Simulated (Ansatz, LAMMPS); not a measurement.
# Amorphous Al2O3 (155 atoms) under strain: runs compared

Aim: relax amorphous Al2O3 (155 atoms), then change its volume and shape to read moduli from the stress.

Computed with Ansatz 0.2.0: Kohn-Sham DFT, PBE, PAW (set soft_2), plane waves.

## Step 1: The cell as built

The cell holds 155 atoms: 62 Al and 93 O. Cell: a = 12.482 Å, b = 12.482 Å, c = 12.482 Å, α = 90.0°, β = 90.0°, γ = 90.0°. 155 atoms (62 Al, 93 O) placed at random at 2.7 g/cm³, melted at 5000 K for 10 ps at fixed volume with the Morse and Coulomb pair potential with partial charges (Pedone, Malavasi, Menziani, Cormack and Segre, J. Phys. Chem. B 110, 11780 (2006)). Quenched from 5000 K to 300 K at 20 K/ps and fixed volume, held 5 ps, then minimised at fixed cell.

What the set-up can't give: The quench rate of 20 K/ps far exceeds what a furnace or splat quench reaches, so expect more defects and frozen-in strain than in a real sample. The starting topology of bonds comes from the classical model, and needn't be the one that DFT or experiment would give. Sampling is at Γ alone.

## Step 2: The reference run

The reference is a single point at the end of the relaxation.

Every strained cell starts from the geometry of this run, and its atoms are relaxed with the cell held.

Its input, with most atom lines left out:

```yaml
crystal:
  lattice:
    - [12.2464, -0.01894, -0.14122]
    - [-0.01894, 12.40205, -0.14675]
    - [-0.14122, -0.14675, 12.49176]
  atoms:
    - { symbol: Al, position: [0.31219, 0.67262, 0.01563] }
    - { symbol: Al, position: [0.85424, 0.93009, 0.46889] }
    - { symbol: Al, position: [0.19098, 0.59063, 0.81657] }
    - { symbol: Al, position: [0.43743, 0.88019, 0.53005] }
    - { symbol: Al, position: [0.02743, 0.75427, 0.68273] }
    - { symbol: Al, position: [0.57071, 0.34989, 0.94595] }
    - { symbol: Al, position: [0.94181, 0.8288, 0.89213] }
    [... atom lines 8 to 155 left out ...]
kpoints:
  mp_grid: { grid: [1, 1, 1] }
hamiltonian:
  xc: pbe
scf:
  occupations: { method: fixed }
output:
  forces: true
  stress: true
  populations: true
  dos:
    method: { smearing: { sigma: 0.15 } }
    de: 0.1
    projected: { site_lists: { Al: [Al], O: [O] } }
  eigenvalues: true
  write_density: true
  write_potential: true
  volumetric_format: npy
  elf: true
```

- free energy per atom: -556.8266 eV/atom
- r.m.s. force component: 0.00967 eV/Å
- pressure: -0.01407 GPa

Filled and empty levels are parted by 3.14 eV (at Γ alone); a semilocal functional tends to put such gaps too low. In a disordered cell it changes from sample to sample, and tail or defect levels can set it.

## Step 3: The runs

Each row is one run, on 4 threads of Arm Neoverse V2, shared host. The free energy is the program's total, comparable only between runs with the same functional, potentials and atoms.

```csv
run,atoms,outcome,"ionic steps, all passes",free energy (eV),time,host memory (GiB)
Single point at the start,155,converged,-,-86304.260,22 s,2.6
Cell and atoms relaxed,155,converged,17,-86308.127,5.8 min,2.6
Single point at the relaxed geometry,155,converged,-,-86308.127,44 s,2.7
Volume -3 %,155,converged,5,-86307.591,2.5 min,2.7
Volume +3 %,155,converged,7,-86307.616,3.7 min,2.8
Volume -6 %,155,converged,6,-86305.874,3 min,2.6
Volume +6 %,155,converged,7,-86306.188,3.7 min,2.9
Volume -10 %,155,converged,9,-86301.929,4.2 min,2.4
Stretched by 1 % along x,155,converged,5,-86308.029,2.4 min,2.8
Compressed by 1 % along x,155,converged,5,-86308.024,2.6 min,2.7
Sheared by 2 % in xy,155,converged,4,-86308.022,1.9 min,2.7
```

In some runs the program notes that the SCF threshold is loose for the stress.

## Step 4: Pressure against volume

Atoms are relaxed at each volume, in the scaled cell.

```csv
volume change (%),volume (Å³/atom),energy change (meV/atom),pressure (GPa),largest move on relaxing (Å),bonds,gap (eV)
-10,11.013,39.99,9.92,0.68,272,3.31
-6,11.503,14.54,6.41,0.33,267,3.25
-3,11.870,3.46,3.17,0.14,265,3.21
+0,12.237,0.00,-0.01,-,262,3.14
+3,12.604,3.30,-2.86,0.22,261,3.08
+6,12.971,12.51,-5.31,0.56,260,3.03
```

## Step 5: Uniaxial strain and shear

Stress (GPa, compression positive) less that of the relaxed cell, atoms relaxed:

```csv
strain,xx,yy,zz,xy,energy change (meV/atom)
stretched by 1 % along x,-1.729,-0.655,-0.677,-0.089,0.63
compressed by 1 % along x,1.689,0.702,0.761,0.075,0.67
sheared by 2 % in xy,-0.162,0.032,-0.017,-0.980,0.68
```

## Step 6: Findings

The bulk modulus, from the slope of pressure against ln V over the three points nearest the relaxed volume, is 100 GPa; between neighbouring points the slope runs 81, 103, 104, 96 and 85 GPa from the smallest volume up, without a steady fall, so no pressure derivative is given. The count of bonds runs from 260 to 272 over the series, so at some points contacts cross the cutoffs. At -10 % and +6 % some atom moved by over 0.5 Å on relaxing, so those points may sit in another local minimum. The gap goes from 3.31 eV at the smallest volume to 3.03 eV at the largest, -1.7 eV per unit of ln V by a straight line, on the run's k-points. In the Cartesian axes of the cell, finite differences give C11 = 171, C12 = 67.9, C13 = 71.9 and C66 = 49.0 GPa (the shear of 2 % is the engineering strain, εxy = 0.01). The mean of C11, C12 and C13, which equals the bulk modulus in a cubic or isotropic solid, is 104 GPa: it agrees with the bulk modulus within 10 %. For an isotropic solid C66 would equal (C11 − C12)/2 = 51.5 GPa; so small a sample needn't be isotropic, and C66 rests on one shear. With the bulk modulus and C66 as K and G, Young's modulus would be about 126 GPa and Poisson's ratio 0.29.

Caveats: Strains are finite and relaxations stop at the force tolerance of the input, which can leave moduli too stiff; they are those of a static cell at zero temperature. Volumes are changed with the cell's shape held, so in an anisotropic solid the modulus lies over the one under free hydrostatic load. The program notes that the SCF threshold of the relaxations is loose for the stress.

The DFT runs together took 31 min of wall time.

[Logs are printed without paths, hosts, clocks, repeated set-up lines and the standing remarks that a program may print on its own settings, such as how far it seeks lower states.]

[Hosts, paths, dates, database ids (printed as entryN), source tags and the programs' standing remarks are cut or masked in the printed files.]
